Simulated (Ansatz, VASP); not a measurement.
One calculation of Fe3Ge, two programs

```
Fe Ge
1.0
     3.66050    0.00000    0.00000
     0.00000    3.66050    0.00000
     0.00000    0.00000    3.66050
Fe Ge
3 1
Direct
  0.00000 0.50000 0.50000
  0.50000 0.50000 0.00000
  0.50000 0.00000 0.50000
  0.00000 0.00000 0.00000
```

Alike in both runs: task single point; functional PBEsol; k mesh 9 × 9 × 9; occupations fermi-dirac, width 0.03 eV; no spin polarisation.

|  | VASP | Ansatz |
| --- | --- | --- |
| version | VASP 6.6.1 | Ansatz 0.2.0 |
| potentials or method | VASP PAW PBE potentials, release 64 (Fe, Ge_d) | PAW with Ansatz's default frozen-core files, scalar-relativistic |
| plane-wave cutoff (eV) | 520 | 420 |
| valence electrons in the cell | 38 | 62 |

```tsv
	VASP	Ansatz	Ansatz less VASP
pressure (GPa)	-24.5	-24.8	-0.24
```

The two sets of potentials don't hold the same shells in valence.

Caveats: so large a pressure means that the cell lies far from this level's equilibrium, or that cutoff or potentials fall short (VASP); the potentials were made for another functional, which shifts forces and pressure (VASP). Spin polarisation is off, so any magnetic state and its effect on volume and gap are missing.
